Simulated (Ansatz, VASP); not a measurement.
Ga in VASP and in Ansatz

Contents of INCAR:

```
PREC     = Accurate       # precision mode
ENCUT    = 520            # plane-wave cutoff, eV
EDIFF    = 1E-7           # SCF threshold, eV
ISMEAR   = -1             # smearing method
SIGMA    = 0.1            # smearing width, eV
LREAL    = False          # projectors in reciprocal space
LASPH    = True           # aspherical terms in the spheres
NELM     = 100            # most SCF steps
ALGO     = Fast           # electronic algorithm
ISIF     = 2              # what is computed and relaxed
LWAVE    = False          # write WAVECAR
LCHARG   = False          # write CHGCAR
GGA      = RE             # functional
NBANDS   = 12             # bands
```

KPOINTS

```
Automatic mesh
0
Gamma
  13 13 13
```

Contents of POSCAR:

```
Ga
1.0
    2.8560852038      0.0000000000      0.0000000000
    0.0000000000      2.8560852038      0.0000000000
    0.0000000000      0.0000000000      2.8560852038
Ga
1
Direct
    0.0000000000      0.0000000000      0.0000000000
```

Input for Ansatz:

```yaml
crystal:
  lattice:
    - [2.8560852038, 0.0, 0.0]
    - [0.0, 2.8560852038, 0.0]
    - [0.0, 0.0, 2.8560852038]
  atoms:
    - { symbol: Ga, position: [0.0, 0.0, 0.0] }
hamiltonian:
  xc: revpbe
  pseudopotentials:
    kind: paw
    azcp:
      Ga: "pseudopotentials/Ga.paw.azcp"
basis:
  ecutwfc: 420
  fft_grid_basis: typed
kpoints:
  mp_grid: { grid: [13, 13, 13], shift: [0, 0, 0] }
magnetization:
  spin_polarized: false
scf:
  occupations: { method: fermi_dirac, width: 0.1 }
  lower_state_search: "off"
output:
  stress: true
```

Alike in both runs: task single point; functional revPBE; k mesh 13 × 13 × 13; occupations fermi-dirac, width 0.1 eV; no spin polarisation.

|  | VASP | Ansatz |
| --- | --- | --- |
| version | VASP 6.6.1 | Ansatz 0.2.0 |
| potentials or method | VASP PAW PBE potentials, release 64 (Ga_d) | plane waves (420 eV) with PAW, scalar-relativistic |
| plane-wave cutoff (eV) | 520 | 420 |
| valence electrons in the cell | 13 | 13 |

Ansatz gave:

| Item | Value |
| --- | --- |
| pressure (GPa) | -3.5 |

**Question.** Which values does VASP return?

**Answer.** Pressure (GPa): -3.4.

Caveats: the PAW data sets were made with another functional, which shifts forces and pressure a little (VASP).
